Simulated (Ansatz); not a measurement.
Crystal: Be.

```
CELL_PARAMETERS angstrom
0.00000 1.57905 1.57905
1.57905 0.00000 1.57905
1.57905 1.57905 0.00000
ATOMIC_POSITIONS crystal
Be 0.00000 0.00000 0.00000
```

The cell was built by a generator and needn't be a form met in nature.

Base run:

- Program: Ansatz 0.2.0
- Functional: PBEsol
- Potentials or basis: Ansatz PAW
- Cutoff: 420 eV (not typed: the program's choice for these potentials)
- k mesh: 14 × 14 × 14
- Occupations: fermi-dirac, width 0.05 eV
- Spin: no spin polarisation

Its results: band gap on the k mesh none (metal or under the smearing width); pressure -1.3 GPa.

After a change of settings the same cell gave: band gap on the k mesh none (metal or under the smearing width); pressure -6.0 GPa. Which change was it?
A. functional from PBEsol to r2SCAN; cutoff from 420 eV (not typed: the program's choice for these potentials) to 500 eV (not typed: the program's choice for these potentials)
B. functional from PBEsol to RPBE
C. functional from PBEsol to revPBE
D. functional from PBEsol to LDA

D.

LDA binds more tightly than PBEsol, so the same cell stands under less pressure.

Caveats: the PAW data sets come from PBE, with cores solved anew for the run's functional, which leaves a small shift of forces and pressure.

Runs at the PBE level aren't shown here.
